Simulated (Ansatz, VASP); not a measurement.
## One calculation of InP, two programs

```xyz
2
Lattice="0.0000 2.9880 2.9880 2.9880 0.0000 2.9880 2.9880 2.9880 0.0000" Properties=species:S:1:pos:R:3 pbc="T T T"
In    0.0000    0.0000    0.0000
P     4.4820    4.4820    4.4820
```

Change from the starting cell: volume scaled by 1.06.

Alike in both runs: task single point; functional PBE; k mesh 8 × 8 × 8; occupations fermi-dirac, width 0.05 eV; no spin polarisation.

```csv
,VASP,Ansatz
version,VASP 6.6.1,Ansatz 0.2.0
potentials or method,"VASP PAW PBE potentials, release 64 (In_d, P)",Ansatz PAW
plane-wave cutoff (eV),520,420
valence electrons in the cell,18,18
```

VASP gave:

| Property | Result |
| --- | --- |
| gap on the k mesh at the Fermi level (eV) | 0.39 |
| least direct gap on the mesh (eV) | 0.39 |
| pressure (GPa) | -0.5 |

**Question.** Estimate Ansatz's values.

**Answer.** gap on the k mesh at the Fermi level (eV): 0.40; least direct gap on the mesh (eV): 0.40; pressure (GPa): -0.5.

With one functional, cell and mesh, what is left measures potentials, basis and numerics.

Caveats: spin-orbit coupling is left out, which moves the levels of the heavy elements.
